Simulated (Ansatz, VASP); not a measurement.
Na2S: VASP beside Ansatz

```
CELL_PARAMETERS angstrom
0.00000 3.22926 3.22926
3.22926 0.00000 3.22926
3.22926 3.22926 0.00000
ATOMIC_POSITIONS crystal
S 0.00000 0.00000 0.00000
Na 0.75000 0.75000 0.75000
Na 0.25000 0.25000 0.25000
```

Change from the starting cell: volume scaled by 0.96.

Alike in both runs: task single point; functional PBE; k mesh 7 × 7 × 7; occupations fermi-dirac, width 0.05 eV; no spin polarisation.

```csv
,VASP,Ansatz
version,VASP 6.6.1,Ansatz 0.2.0
potentials or method,"VASP PAW PBE potentials, release 64 (S, Na_pv)",Ansatz PAW
plane-wave cutoff (eV),520,420
valence electrons in the cell,20,24
```

VASP gave:

```
gap on the k mesh at the Fermi level (eV) : 2.61
least direct gap on the mesh (eV)         : 2.61
pressure (GPa)                            : 1.6
```

Problem. Estimate Ansatz's values.

Solution. gap on the k mesh at the Fermi level (eV): 2.62; least direct gap on the mesh (eV): 2.62; pressure (GPa): 1.6.

The two sets of potentials don't hold the same shells in valence.

Caveats: odd divisions of the mesh miss points on the zone boundary, where band edges often lie, so the gap on the mesh can be too wide (Ansatz).
